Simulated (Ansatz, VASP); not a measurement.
Two plane-wave programs on BaTe

```xyz
2
Lattice="0.0000 4.0950 3.4998 4.0950 0.0000 3.4998 4.0950 4.0950 0.0000" Properties=species:S:1:pos:R:3 pbc="T T T"
Ba    0.0000    0.0000    0.0000
Te    2.0475    2.0475    1.7499
```

Change from the starting cell: epitaxial_xy strain +4.6%.

Alike in both runs: task single point; functional r2SCAN; k mesh 6 × 6 × 6; no spin polarisation.

|  | VASP | Ansatz |
| --- | --- | --- |
| version | VASP 6.6.1 | Ansatz 0.2.0 |
| potentials or method | VASP PAW PBE potentials, release 64 (Ba_sv, Te) | plane waves, PAW |
| plane-wave cutoff (eV) | 520 | 500 |
| occupations | gaussian, width 0.01 eV | fixed |
| valence electrons in the cell | 16 | 26 |

|  | VASP | Ansatz | Ansatz less VASP |
| --- | --- | --- | --- |
| gap on the k mesh at the Fermi level (eV) | 2.84 | 2.84 | 0.000 |
| pressure (GPa) | 0.3 | 0.1 | -0.21 |
| largest component of the traceless stress (GPa) | 0.15 | 0.12 | -0.030 |

The two sets of potentials don't hold the same shells in valence.

Caveats: the PAW data sets were made with another functional, which shifts forces and pressure a little (VASP); spin-orbit coupling is left out, which moves the levels of the heavy elements. A k mesh can miss the band edges.
